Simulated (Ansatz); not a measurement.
# SnO2: the gap under strain

SnO2, P4_2/mnm, a = 4.760 Å, c = 3.201 Å. Ansatz: r2SCAN, PAW, 500 eV, Γ-centred 6×6×8 mesh on 6 atoms, Gaussian smearing 0.02 eV; no spin polarisation. Series: uniaxial strain along c, with a, b and atoms relaxed; x is the strain in per cent. The gap is sought over the whole zone.

| x (%) | gap y (eV) |
| --- | --- |
| -6.0 | ? |
| -4.0 | 2.045 |
| -2.0 | 1.910 |
| 0.0 | 1.768 |
| 2.0 | 1.625 |
| 4.0 | 1.488 |
| 6.0 | 1.362 |

Question: Fit y = E0 + c1 x + c2 x² to the other rows, give the deformation potential for this strain, and predict the missing gap.

Answer: Least squares on the rows shown. y = 1.7655 − 0.069495 x + 0.00029018 x². The deformation potential is 100 c1 = -6.95 eV per unit strain. At x = -6.0 the fit asked for gives 2.193 eV. The run gave 2.165 eV, so the fit is 0.028 eV too high, 3.5 % of the span of the series, against an rms of 0.003 eV on the fitted rows. The row lies outside the fitted range. With a term in x³ added, a fit to the same known rows predicts 2.167 eV, so most of the miss is curvature that the known rows already hold.

Semilocal functionals give gaps under the measured ones; changes of the gap mostly carry over better.